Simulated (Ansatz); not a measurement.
# BaF2 (Fm-3m): how far a G0W0 gap depends on its settings

How well converged is a G0W0 gap of the published phase of BaF2 (Fm-3m)?

The runs shown are made with Ansatz 0.2.0. G0W0, plane waves. No spin polarisation and no zero-point or thermal motion.

## Step 1: The cell

The cell was relaxed beforehand with r2SCAN.

The symmetry is Fm-3m (No. 225, cubic); conventional cell a = 6.194 Å, 19.81 Å³ an atom. Near Ba stand 8 F at 2.68 Å; near F stand 4 Ba at 2.68 Å.

As a file:

Space group Fm-3m (No. 225). a = 6.194 Å, b = 6.194 Å, c = 6.194 Å, α = 90.00°, β = 90.00°, γ = 90.00°
```json
{"atom": "Ba", "site": "4a", "symmetry": "m-3m", "x": "0.0000", "y": "0.0000", "z": "0.0000"}
{"atom": "F", "site": "8c", "symmetry": "-43m", "x": "0.2500", "y": "0.7500", "z": "0.7500"}
```

## Step 2: From HSE06, 45 empty bands, 120 eV

Contents of input.yaml:

```yaml
crystal:
  lattice:
    - [0.0, 3.0971612412, 3.0971612412]
    - [3.0971612412, 0.0, 3.0971612412]
    - [3.0971612412, 3.0971612412, 0.0]
  atoms:
    - { symbol: Ba, position: [0.0, 0.0, 0.0] }
    - { symbol: F, position: [0.25, 0.25, 0.25] }
    - { symbol: F, position: [0.75, 0.75, 0.75] }
kpoints:
  mp_grid: { grid: [4, 4, 4] }
hamiltonian:
  xc: hse06
scf:
  occupations: { method: fixed }
gw:
  n_empty_bands: 45
  ecut_chi: 120
  qp_bands: [v1, c1]
  qp_kpoints: band_edges
  screening: { model: contour_deformation }
```

Command:

```console
> ansatz run input.yaml --threads 4 --pin off --max-ram 3686MiB --backend cpu --events-out ev --progress --plain --runs-dir out
```

## Step 3: From PBE, 2 empty bands, 80 eV

input.yaml: that of step 2 with these lines changed.

```diff
@@ -12,3 +12,3 @@
 hamiltonian:
-  xc: hse06
+  xc: pbe
 scf:
@@ -16,4 +16,4 @@
 gw:
-  n_empty_bands: 45
-  ecut_chi: 120
+  n_empty_bands: 2
+  ecut_chi: 80
   qp_bands: [v1, c1]
```

## Step 4: From LDA, 100000 empty bands, 80 eV

input.yaml: that of step 3 with these lines changed.

```diff
@@ -12,3 +12,3 @@
 hamiltonian:
-  xc: pbe
+  xc: lda
 scf:
@@ -16,3 +16,3 @@
 gw:
-  n_empty_bands: 2
+  n_empty_bands: 100000
   ecut_chi: 80
```

## Step 5: From LDA, 60 empty bands, 80 eV

input.yaml: that of step 4 with these lines changed.

```diff
@@ -16,3 +16,3 @@
 gw:
-  n_empty_bands: 100000
+  n_empty_bands: 60
   ecut_chi: 80
@@ -20,2 +20,2 @@
   qp_kpoints: band_edges
-  screening: { model: contour_deformation }
+  screening: { model: godby_needs }
```

**Question.** What will these runs give? Wanted: for each run, start; potentials; frequencies; empty bands; cutoff; Kohn-Sham gap; G0W0 gap.

**Answer**, as computed:

```
start  potentials  frequencies  empty bands  cutoff (eV)   mesh  Kohn-Sham gap (eV)  G0W0 gap (eV)
HSE06         PAW         full           45          120  4×4×4                8.77          10.25
  LDA         PAW         pole           60           80  4×4×4                6.46           9.53
```

Gaps are those on each run's own mesh. Runs that failed or were set aside have no row.

What this shows: Over the runs in the table the G0W0 gap on the mesh spans 9.53 to 10.25 eV, and the shift from the starting levels +1.48 to +3.06 eV; where more than one setting differs between two runs, no single one explains their difference. G0W0 values are finite-basis, finite-mesh values. Spin-orbit coupling is left out.
